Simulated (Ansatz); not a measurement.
## AlGa3N4: zone-centre modes under pressure

AlGa3N4, P-43m, a = 4.468 Å. The structure is a Materials Project entry; whether it is the stable form wasn't checked. Ansatz: PBEsol, PAW, 420 eV, Γ-centred 6×6×6 mesh on 8 atoms, fixed occupations; no spin polarisation. Cell and atoms are relaxed at each pressure with the symmetry kept; optical modes at Γ by linear response, in cm⁻¹, matched by rank (the highest 3 distinct ones), without the LO field.

| P (GPa) | V (Å³/atom) | ω1 | ω2 | ω3 |
| --- | --- | --- | --- | --- |
| 0 | 11.146 | 650.6 | 671.2 | 691.6 |
| 2 | 11.033 | 661.2 | 680.1 | 700.1 |
| 6 | 10.823 | ? | ? | ? |

Question: Get each mode's Grüneisen parameter γ = −d ln ω/d ln V from the other rows and predict the missing frequencies.

Answer: ln(V/V0) = 0.0000, -0.0102, -0.0294; a line through ln(ω/ω0) of the 2 known rows gives ω1: γ = 1.584, predicted 681.6, computed 681.4; ω2: γ = 1.291, predicted 697.2, computed 696.9; ω3: γ = 1.198, predicted 716.4, computed 716.4. The worst miss is 0.0 %, or 1 % of the shift under pressure, so a constant γ serves at that level.